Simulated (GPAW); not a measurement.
# InAs (F-43m) in GPAW: a series of runs

The runs below take InAs through single point, with LDA, PBE.

All numbers are computed with GPAW 26.7.0; they aren't measurements. Logs are shortened: lines on timing, memory, paths and dates and some standing lists are left out, and cuts for length are marked. The log counts tension as positive stress, the text compression.

**What was measured.**

From a printed reference work, data compilation, for a bulk crystal of InAs at 4.2 K: band gap 0.418 eV (direct).

How close the calculation comes is told below.

## 1. Starting point

Symmetry: F-43m, No. 216, cubic system. The conventional cell has a = 6.036 Å, b = 6.036 Å, c = 6.036 Å, α = 90.00°, β = 90.00°, γ = 90.00°. Around In (site symmetry -43m) lie 4 As at 2.61 Å. As (site symmetry -43m) is surrounded by 4 In at 2.61 Å.

## 2. Single point, LDA

run.py reads:

```python
from ase.dft.bandgap import bandgap
from ase.io import read, write
from ase.units import GPa
from gpaw import GPAW, PW

atoms = read('POSCAR')

calc = GPAW(mode=PW(450),
            xc='LDA',
            kpts={'size': (6, 6, 6), 'gamma': True},
            occupations={'name': 'fermi-dirac', 'width': 0.05},
            nbands=18,
            maxiter=120,
            txt='gpaw.txt')
atoms.calc = calc
energy = atoms.get_potential_energy()
forces = atoms.get_forces()
stress = atoms.get_stress()
calc.write('gs.gpw')
write('result.traj', atoms)
print(f'Energy: {energy:.6f} eV')
print('Forces (eV/A):')
print(forces.round(4))
print('Stress (GPa):', (stress / GPa).round(3))
print('Fermi level:', round(calc.get_fermi_level(), 4), 'eV')
print(f'Gap: {bandgap(calc)[0]:.4f} eV, direct: {bandgap(calc, direct=True)[0]:.4f} eV')
```

POSCAR reads:

```
InAs
1.0
    0.0000000000      3.0180000000      3.0180000000
    3.0180000000      0.0000000000      3.0180000000
    3.0180000000      3.0180000000      0.0000000000
In As
1 1
Direct
    0.0000000000      0.0000000000      0.0000000000
    0.7500000000      0.7500000000      0.7500000000
```

Potentials or basis: the program's PAW data sets (release 1.2.1) made for this functional, pw.

Command:

```console
$ OMP_NUM_THREADS=1 python run.py
```

gpaw.txt:

```text
__  _  _
 | _ |_)|_||  |
 |__||  | ||/\| - 26.7.0

Input parameters:
  mode=PW(ecut=450.00000000000006),
  kpts=MonkhorstPack(size=(6, 6, 6), gamma=True),
  maxiter=120,
  nbands=18,
  occupations=Occupations(name='fermi-dirac', width=0.05),
  xc=XC(name='LDA')

Diagonalizing LCAO Hamiltonian
Converting LCAO to pw mode

                     As

       In

Atoms  # Å, Bohr magnetons
|   | symbol |        x |        y |        z |    initial magnetic moments |
|---|--------|----------|----------|----------|-----------------------------|
| 0 |     In | 0.000000 | 0.000000 | 0.000000 | ( 0.0000,  0.0000,  0.0000) |
| 1 |     As | 4.527000 | 4.527000 | 4.527000 | ( 0.0000,  0.0000,  0.0000) |

Unit cell  # Å
| periodic |        x |        y |        z |  lengths |    angles |
|----------|----------|----------|----------|----------|-----------|
|      yes | 0.000000 | 3.018000 | 3.018000 | 4.268097 | 60.000000 |
|      yes | 3.018000 | 0.000000 | 3.018000 | 4.268097 | 60.000000 |
|      yes | 3.018000 | 3.018000 | 0.000000 | 4.268097 | 60.000000 |

Number of symmetries: 24
Symmetry operations  # r_c * U_cc + t_c -> r_c
|    | kind |            matrix            |
|----|------|------------------------------|
|  0 |  E   |  1, 0, 0,  0, 1, 0,  0, 0, 1 |
|  1 |  σ   |  1, 0, 0,  0, 0, 1,  0, 1, 0 |
|  2 |  σ   |  1, 0,-1,  0, 1,-1,  0, 0,-1 |
|  3 |  C3  |  1, 0,-1,  0, 0,-1,  0, 1,-1 |
|  4 |  C3  |  1,-1, 0,  0,-1, 1,  0,-1, 0 |
|  5 |  σ   |  1,-1, 0,  0,-1, 0,  0,-1, 1 |
|  6 |  σ   |  0, 1, 0,  1, 0, 0,  0, 0, 1 |
|  7 |  C3  |  0, 1, 0,  0, 0, 1,  1, 0, 0 |
|  8 |  C2  |  0, 1,-1,  1, 0,-1,  0, 0,-1 |
|  9 |  S4  |  0, 1,-1,  0, 0,-1,  1, 0,-1 |
| 10 |  C3  |  0, 0, 1,  1, 0, 0,  0, 1, 0 |
| 11 |  σ   |  0, 0, 1,  0, 1, 0,  1, 0, 0 |
| 12 |  S4  |  0, 0,-1,  1, 0,-1,  0, 1,-1 |
| 13 |  C3  |  0, 0,-1,  0, 1,-1,  1, 0,-1 |
| 14 |  S4  |  0,-1, 1,  1,-1, 0,  0,-1, 0 |
| 15 |  C2  |  0,-1, 1,  0,-1, 0,  1,-1, 0 |
| 16 |  C3  |  0,-1, 0,  1,-1, 0,  0,-1, 1 |
| 17 |  S4  |  0,-1, 0,  0,-1, 1,  1,-1, 0 |
| 18 |  S4  | -1, 1, 0, -1, 0, 1, -1, 0, 0 |
| 19 |  C3  | -1, 1, 0, -1, 0, 0, -1, 0, 1 |
| 20 |  C3  | -1, 0, 1, -1, 1, 0, -1, 0, 0 |
| 21 |  S4  | -1, 0, 1, -1, 0, 0, -1, 1, 0 |
| 22 |  σ   | -1, 0, 0, -1, 1, 0, -1, 0, 1 |
| 23 |  C2  | -1, 0, 0, -1, 0, 1, -1, 1, 0 |

BZ-sampling:
  Number of BZ points: 216
  Number of IBZ points: 16

  Monkhorst-Pack size: [6, 6, 6]
  Monkhorst-Pack shift: [0.08333333333333333, 0.08333333333333333, 0.08333333333333333]

K-points  # in reciprocal-cell coordinates
|     |                                coordinates |     weight |
|-----|--------------------------------------------|------------|
|   0 | (  0.00000000,   0.00000000,   0.00000000) | 0.00462963 |
|   1 | (  0.16666667,   0.16666667,   0.00000000) | 0.02777778 |
|   2 | (  0.16666667,   0.16666667,   0.16666667) | 0.03703704 |
|   3 | (  0.33333333,   0.16666667,   0.16666667) | 0.05555556 |
|   4 | (  0.33333333,   0.33333333,  -0.33333333) | 0.05555556 |
|   5 | (  0.33333333,   0.33333333,   0.00000000) | 0.02777778 |
|   6 | (  0.33333333,   0.33333333,   0.16666667) | 0.11111111 |
|   7 | (  0.33333333,   0.33333333,   0.33333333) | 0.03703704 |
|   8 | (  0.50000000,   0.33333333,  -0.33333333) | 0.11111111 |
|   9 | (  0.50000000,   0.33333333,  -0.16666667) | 0.05555556 |
| ... |                                            |            |
|  15 | (  0.50000000,   0.50000000,   0.50000000) | 0.01851852 |

Plane wave coefficients: 1243
Cutoff: 450.00000000000006 eV

Spin-components: 1 (collinear spins)
Bands:           18
Projectors:      11
Spin-degeneracy: 2
Datatype:        complex128

Parallelization:
  kpt:    1
  domain: 1
  band:   1

Density:
  Valence electrons: 18.0
  Components: 1
  Grid points: [21 21 21]
  Charge: 0.0  # |e|

Potential:
  Grid points: [21 21 21]

species:
  In:
    name:    Indium
    Z:       49.0
    valence: 13
    core:    36
    charge:  0.0  # [|e|]
    compensation charges:
      type: gauss
      rc: 0.36  # [Å]
      lmax: 2
    cutoffs:
      filter: 2.09  # [Å]
      core: 2.48  # [Å]
    projectors
    | kind |    occ | energy [eV] | rcut [Å] |
    |------|--------|-------------|----------|
    |   5s |  2.000 |      -8.474 |    1.185 |
    |   5p |  1.000 |      -2.700 |    1.244 |
    |   4d | 10.000 |     -18.723 |    1.148 |
    |    s |        |      18.738 |    1.185 |
    |    p |        |      24.512 |    1.244 |
    |    d |        |       8.489 |    1.148 |

    Using partial waves for In as LCAO basis

  As:
    name:    Arsenic
    Z:       33.0
    valence: 5
    core:    28
    charge:  0.0  # [|e|]
    compensation charges:
      type: gauss
      rc: 0.33  # [Å]
      lmax: 2
    cutoffs:
      filter: 1.87  # [Å]
      core: 2.96  # [Å]
    projectors
    | kind |    occ | energy [eV] | rcut [Å] |
    |------|--------|-------------|----------|
    |   4s |  2.000 |     -14.691 |    1.058 |
    |   4p |  3.000 |      -5.342 |    1.058 |
    |    s |        |      12.520 |    1.058 |
    |    p |        |      21.869 |    1.058 |
    |    d |        |       0.000 |    1.058 |

    Using partial waves for As as LCAO basis

Reference energy: -221254.198245  # eV

eigensolver:
  PPCG
  Converge bands: occupied
  niter=2

density mixing:
  MSR1-Mixer
  Pratt-step length: 0.05
  Maximum mixing coefficient: 0.75
  Old densities: 10
  SVD Regularization: 0.005
  Good broyden scale: 1.0
  Trust region scale: 1.0
  Backstep threshold: 4.0
  History deletion threshold: 6.0
  Fourier metric: weight=20.0, sigma=0.015

occupation numbers:
  Fermi-Dirac:
    width: 0.0500  # eV

poisson solver:
  ecut: 3600.0000000000005  # eV

xc functional:
  name: None

convergence criteria:
- Maximum [total energy] change in last 3 cyles: 0.0005 eV / valence electron
- Maximum integral of absolute [dens]ity change: 0.0001 electrons / valence electron
- Maximum integral of absolute [eigenst]ate change: 4e-08 eV^2 / valence electron
maximum number of iterations: 120

SCF iterations
|iter     | |      energy | eigst |  dens |
|---------|-|-------------|-------|-------|
|iter:   1| |   -9.461788 | -0.47 |       |
|iter:   2| |   -9.412813 | -2.47 | -1.19 |
|iter:   3| |   -9.206087 | -2.03 | -1.23 |
|iter:   4| |   -9.202714 | -3.56 | -1.83 |
|iter:   5| |   -9.202308c| -4.27 | -2.39 |
|iter:   6| |   -9.202321c| -5.79 | -3.19 |
|iter:   7| |   -9.202323c| -6.68 | -3.68 |
|iter:   8| |   -9.202323c| -7.61c| -4.73c|

Converged in 8 steps
Energy contributions relative to reference atoms: (reference = -221254.198245)

Energy contributions:
  Kinetic:          24.126213
  Coulomb:         -22.319577
  Zero:              0.186128
  External:          0.000000
  Xc:              -11.194623
  Entropy:          -0.000928
  Spinorbit:         0.000000
  ----------------------------
  Free energy:      -9.202787
  Extrapolated:     -9.202323

dipole moment: (-17.250412, -17.250412, -17.250412)  # |e|*Ang

Fermi level: 4.641
Eigenvalues  # (at kpt = [0.000, 0.000, 0.000])
| band index |      eig [eV] | occ [0-2] |
|------------|---------------|-----------|
|          0 |        -9.659 |     2.000 |
|        ... |               |           |
|          2 |        -9.659 |     2.000 |
|          3 |        -9.526 |     2.000 |
|          4 |        -9.526 |     2.000 |
|          5 |        -7.367 |     2.000 |
|          6 |         4.197 |     2.000 |
|          7 |         4.605 |     1.342 |
[... 8 lines left out ...]
|         16 |        14.976 |     0.000 |
|         17 |        14.976 |     0.000 |

No gap
No difference between direct/indirect transitions

Forces  # eV/Ang
|        x |        y |        z |
|----------|----------|----------|
|  0.00000 | -0.00000 |  0.00000 |  # In   0
| -0.00000 | -0.00000 | -0.00000 |  # As   1

Stress tensor  # eV/Ang^3
|         x |         y |         z |
|-----------|-----------|-----------|
|  0.009441 |  0.000000 | -0.000000 |
|  0.000000 |  0.009441 | -0.000000 |
| -0.000000 | -0.000000 |  0.009441 |

# Writing to gs.gpw (mode='')
```

It took 12 s on 1 thread of Arm Neoverse N1, shared host; peak memory 0.14 GiB.

Results:

```
Free energy            : -9.2028 eV
Pressure               : -1.5 GPa
Band gap on the k mesh : none (metal or under the smearing width)
```

Levels at points of the mesh, in eV from the Fermi level:
| k point | band 7 | band 8 | band 9 | band 10 | band 11 | band 12 |
| --- | --- | --- | --- | --- | --- | --- |
| (0.00, 0.00, 0.00) | -0.44 | -0.04 | -0.04 | -0.04 | 3.77 | 3.77 |
| (0.50, 0.50, 0.00) | -5.99 | -2.41 | -2.41 | 1.37 | 1.92 | 8.99 |
| (0.50, 0.50, 0.50) | -5.92 | -1.05 | -1.05 | 0.76 | 4.57 | 4.57 |

Caveat: the cutoff is short for stress and forces, so pressures can be off by a GPa or more; this crystal is a semiconductor, whose small gap the functional closes, so the metal is an error of the method.

## 3. Single point, PBE

run.py, as its differences from that of step 2:

```diff
@@ -5,10 +5,11 @@
 
-atoms = read('POSCAR')
+atoms = read('InAs.xyz')
 
-calc = GPAW(mode=PW(450),
-            xc='LDA',
-            kpts={'size': (6, 6, 6), 'gamma': True},
-            occupations={'name': 'fermi-dirac', 'width': 0.05},
+calc = GPAW(mode=PW(600),
+            xc='PBE',
+            kpts={'size': (8, 8, 8), 'gamma': True},
+            occupations={'name': 'methfessel-paxton', 'order': 0, 'width': 0.028999999999999998},
             nbands=18,
-            maxiter=120,
+            convergence={'density': 1e-05, 'energy': 1e-05},
+            maxiter=150,
             txt='gpaw.txt')
```

InAs.xyz reads:

```xyz
2
Lattice="0.0000000000 3.0180000000 3.0180000000 3.0180000000 0.0000000000 3.0180000000 3.0180000000 3.0180000000 0.0000000000" Properties=species:S:1:pos:R:3 pbc="T T T"
In     0.0000000000      0.0000000000      0.0000000000
As     4.5270000000      4.5270000000      4.5270000000
```

Potentials or basis: GPAW PAW data sets (gpaw-data 1.2.1), pw.

Command:

```console
$ OMP_NUM_THREADS=1 python run.py
```

It took 16 s on 1 thread of Arm Neoverse V1, shared host; peak memory 0.16 GiB.

The run converged. Its results:

```yaml
Free_energy: -7.9048 eV
Pressure: 4.0 GPa
Band_gap_on_the_k_mesh: none (metal or under the smearing width)
```

Levels at points of the mesh, in eV from the Fermi level:
```tsv
k point	band 6	band 7	band 8	band 9	band 10	band 11	band 12	band 13
(0.00, 0.00, 0.00)	-11.90	-0.17	-0.01	-0.01	-0.01	3.88	3.88	3.88
(0.50, 0.50, 0.00)	-9.86	-5.87	-2.36	-2.36	1.53	2.06	9.22	9.30
(0.50, 0.50, 0.50)	-10.41	-5.80	-1.01	-1.01	0.96	4.67	4.67	6.87
```

Caveat: this crystal is a semiconductor, whose small gap the functional closes, so the metal is an error of the method.

## 4. Against experiment

Step 2. Measured gap of InAs: 0.418 eV (direct; 4.2 K; a printed reference work, data compilation). This calculation gives 0.00 eV (-0.42 eV). Spin-orbit coupling on As, In is left out. The value is that of LDA on a finite k mesh, which can miss the band edges, without temperature or zero-point motion. Semilocal functionals fall short of measured gaps as a rule.

Step 3. A measured gap of InAs is 0.418 eV (direct; 4.2 K; a printed reference work, data compilation); the calculated 0.00 eV misses it by -0.42 eV. Spin-orbit coupling on As, In is left out. The value is that of PBE on a finite k mesh, which can miss the band edges, without temperature or zero-point motion. Semilocal functionals fall short of measured gaps as a rule.
